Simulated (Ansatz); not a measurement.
InGaAs2:

```
CELL_PARAMETERS angstrom
4.22500 0.00000 0.00000
0.00000 4.22500 0.00000
0.00000 0.00000 5.96215
ATOMIC_POSITIONS crystal
In 0.00000 0.00000 0.50000
As 0.00000 0.50000 0.23153
As 0.50000 0.00000 0.76848
Ga 0.50000 0.50000 0.00000
```

The cell comes from a database or a generator and needn't be the stable form of this composition.

Base run:

```yaml
Program: Ansatz 0.2.0
Functional: LDA
Potentials_or_basis: Ansatz PAW
Cutoff: 420 eV
Density_cutoff: 1680 eV
k_mesh: 6 × 6 × 5
Occupations: fermi-dirac, width 0.05 eV
Spin: no spin polarisation
```

Its results: band gap on the k mesh none (metal or under the smearing width); pressure -4.3 GPa; largest force 0.019 eV/Å.

Problem. The run is repeated on the same cell with these changes: functional from LDA to PBEsol. What comes out?

Solution. Band gap on the k mesh none (metal or under the smearing width); pressure -2.6 GPa; largest force 0.040 eV/Å.

PBEsol binds less tightly than LDA, so the same cell stands under more pressure.

Caveats: the PAW data sets come from PBE, with cores solved anew for the run's functional, which leaves a small shift of forces and pressure.

Not every run made on this cell is shown here.
